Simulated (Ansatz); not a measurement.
# Sn (Fd-3m): test of the smearing width from a Python script

How much does the smearing width move the energy of Sn (Fd-3m)? A script is to give a test of the smearing width; the system is Sn (Fd-3m).

Program: the Python package of Ansatz 0.2.0. Level of theory: DFT PBE, plane waves, PAW. These are calculated values, not measurements.

## 1. The system

Symmetry: Fd-3m, No. 227, cubic system. The conventional cell has a = 6.467 Å, b = 6.467 Å, c = 6.467 Å, α = 90.00°, β = 90.00°, γ = 90.00°. Around Sn (site symmetry -43m) lie 4 Sn at 2.80 Å.

No structure file is read: the coordinates are typed or built in the script.

## 2. The code

Contents of sn_smear.py:

```python
# -*- coding: utf-8 -*-
import ansatz as az
from ase import Atoms
from tabulate import tabulate

atoms = Atoms(
    ["Sn", "Sn"],
    scaled_positions=[
        (0.0, 0.0, 0.0),
        (0.25, 0.25, 0.25),
    ],
    cell=[
        (0.0, 3.233343, 3.233343),
        (3.233343, 0.0, 3.233343),
        (3.233343, 3.233343, 0.0),
    ],
    pbc=True,
)
crystal = az.Crystal.from_ase(atoms)

calculation = (
    crystal.calculation()
    .functional("pbe")
    .basis(31 * az.Ry)
    .kpoints(6, 6, 6)
    .forces()
    .stress()
)

rows = []
for value in [0.25, 0.15, 0.1, 0.05, 0.025]:
    data = calculation.occupations("methfessel_paxton", width=value).run().report
    rows.append((value, data["free_energy_ev"] / len(data["lattice"]["sites"]), data["n_iterations"], sum(data["stress_gpa"][i][i] for i in range(3)) / 3, max(abs(f) for row in data["forces_ev_ang"] for f in row), data["n_kpoints"]))

print(tabulate(rows, headers=["width (eV)", "F/atom (eV)", "iterations", "P (GPa)", "max force (eV/A)", "k-points"], floatfmt=".4f", tablefmt="grid"))

for row in rows[:-1]:
    shift = 1000 * (row[1] - rows[-1][1])
    print(f"{row[0]}: {shift:+.2f} meV/atom" + ("  (within 5 meV)" if abs(shift) < 5 else ""))
```

## 3. The calls as engine input

The package turns the script's settings into the engine's input (first run):

```yaml
crystal:
  lattice:
    - [0.0, 3.233343, 3.233343]
    - [3.233343, 0.0, 3.233343]
    - [3.233343, 3.233343, 0.0]
  atoms:
    - { symbol: Sn, position: [0.0, 0.0, 0.0] }
    - { symbol: Sn, position: [0.25, 0.25, 0.25] }
basis:
  ecutwfc: 421.77648681281397
kpoints:
  mp_grid:
    grid: [6, 6, 6]
hamiltonian:
  xc: pbe
scf:
  occupations:
    method: methfessel_paxton
    width: 0.25
output:
  forces: true
  stress: true
```

## 4. Launch

Started as:

```sh
$ python sn_smear.py
```

The log of the run:

```text
+--------------+---------------+--------------+-----------+--------------------+------------+
|   width (eV) |   F/atom (eV) |   iterations |   P (GPa) |   max force (eV/A) |   k-points |
+==============+===============+==============+===========+====================+============+
|       0.2500 |    -6024.1619 |            6 |    3.8405 |             0.0000 |         16 |
+--------------+---------------+--------------+-----------+--------------------+------------+
|       0.1500 |    -6024.1620 |            6 |    3.8766 |             0.0000 |         16 |
+--------------+---------------+--------------+-----------+--------------------+------------+
|       0.1000 |    -6024.1620 |            6 |    3.8892 |             0.0000 |         16 |
+--------------+---------------+--------------+-----------+--------------------+------------+
|       0.0500 |    -6024.1619 |            6 |    3.8991 |             0.0000 |         16 |
+--------------+---------------+--------------+-----------+--------------------+------------+
|       0.0250 |    -6024.1618 |            6 |    3.8949 |             0.0000 |         16 |
+--------------+---------------+--------------+-----------+--------------------+------------+
0.25: -0.03 meV/atom  (within 5 meV)
0.15: -0.19 meV/atom  (within 5 meV)
0.1: -0.14 meV/atom  (within 5 meV)
0.05: -0.06 meV/atom  (within 5 meV)
```

Wall time 6.1 s (1 thread, shared host).

## 5. Inputs of later runs

The engine's inputs for some of the other runs:

Run 2, against run 1:

```diff
@@ -19 +19 @@
-    width: 0.25
+    width: 0.15
```

Run 3, against run 1:

```diff
@@ -19 +19 @@
-    width: 0.25
+    width: 0.1
```

Run 5, against run 1:

```diff
@@ -19 +19 @@
-    width: 0.25
+    width: 0.025
```

Lines on the test bed's own set-up are left out of the output.

A comment line of the script is reworded here; the code is as run.

## 6. Run by run

From the records of these 5 runs:

```csv
run,width (eV),energy from run 5 (meV/atom),the same at zero width (meV/atom),pressure (GPa),SCF cycles,CPU time (s)
1,0.25,-0.03,-0.36,3.84,6,1.1
2,0.15,-0.19,-0.17,3.88,6,1
3,0.1,-0.14,-0.12,3.89,6,1
4,0.05,-0.06,-0.05,3.90,6,1
5,0.025,0.00,0.00,3.89,6,1.1
```

Energies are free energies F = E - TS of the smeared occupations. 

## 7. What came out

| quantity | value |
| --- | --- |
| runs compared | 5 |
| last run but one, from the last | -0.06 meV/atom |
| within 5 meV/atom of the last run from | 0.25 |

In words: From width 0.25 eV on, the energy stays within 1 meV/atom of the last run. The last run is only the end of the list, not the zero-width limit. F spreads over 0.2 meV/atom, the estimate for zero width over 0.4. What to keep in mind:
- The mesh is modest for a metal, so energies can be off by several to tens of meV an atom and pressures by half a GPa or more; differences at equal mesh fare better.
- Forces vanish by symmetry here and test nothing.
- The narrowest width needs the finest mesh, so the last row is no converged reference.
- Pressure is positive in compression.
